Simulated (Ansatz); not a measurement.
Input:

LaAlO$_{3}$:
```
LaAlO3
1.0
    3.81240     0.00000     0.00000
    0.00000     3.81240     0.00000
    0.00000     0.00000     3.81240
O Al La
3 1 1
Direct
  0.50000   0.00000   0.00000
  0.00000   0.50000   0.00000
  0.00000   0.00000   0.50000
  0.00000   0.00000   0.00000
  0.50000   0.50000   0.50000
```

This is the PBE-relaxed structure.

All from the program Ansatz at the PBE level (PAW), unless another level is named. Predict the electron effective mass, band 2 of 2 at the edge.

0.50 along [100], 0.54 along [110], 0.59 along [111] (mₑ).

Predict the HSE06 gap on the PBE cell.

4.81 eV.

And the gap with spin–orbit coupling?

3.49 eV.

What about the conduction-band minimum?

at Γ.

Give the weight of the valence-edge state by species (Voronoi cells).

O 94 %, La 5 %.

Space group Pm-3m (cubic perovskite). This is a known high-temperature phase of the composition, computed here at zero pressure and temperature. The PBE relaxation kept the symmetry of its start. At this level the phase is dynamically unstable (imaginary phonons). Spin–orbit coupling is left out wherever it is not named.

Potentials: the later of the program's two PAW sets.
